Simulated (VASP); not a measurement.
A run of VASP 6.6.1 is set up as follows.

File INCAR:

```
SYSTEM = MnS
ALGO = Normal ; EDIFF = 1E-6
ENCUT = 520 ; GGA = PE
ISIF = 2 ; ISMEAR = -1
ISPIN = 2 ; LASPH = .TRUE.
LCHARG = .TRUE. ; LDAU = .TRUE.
LDAUJ = 0 0 ; LDAUL = 2 -1
LDAUPRINT = 1 ; LDAUTYPE = 2
LDAUU = 3.9 0 ; LELF = .TRUE.
LMAXMIX = 4 ; LORBIT = 11
LREAL = .FALSE. ; LVHAR = .TRUE.
LWAVE = .FALSE. ; MAGMOM = 1.8 -1.8 0 0
NBANDS = 31 ; NELM = 150
PREC = Accurate ; SIGMA = 0.05
```

The input KPOINTS:

```
k-points
0
G
  7 7 4
  0 0 0
```

Contents of POSCAR:

```
MnS
1.0
    3.9960010800      0.0000000000      0.0000000000
   -1.9980005400      3.4606384500      0.0000000000
    0.0000000000      0.0000000000      6.4460000000
Mn S
2 2
Direct
    0.3333333300      0.6666666700      0.0000000000
    0.6666666700      0.3333333300      0.5000000000
    0.3333333300      0.6666666700      0.3750000000
    0.6666666700      0.3333333300      0.8750000000
```

Potentials or basis: VASP PAW PBE potentials, release 64 (Mn_pv, S).

Launch:

```sh
$ cat potpaw_PBE.64/Mn_pv/POTCAR potpaw_PBE.64/S/POTCAR > POTCAR
$ mpirun -np 1 vasp_std > vasp.out
```

(1) What does it give for the net moment?

(2) Predict the band gap on the k mesh.

(3) Estimate the largest force.

Answers

(1) 0.00 μB per cell.

(2) 2.34 eV, direct.

(3) 0.025 eV/Å.

Caveat: an odd mesh through Γ misses points on the zone boundary, where band edges often lie.
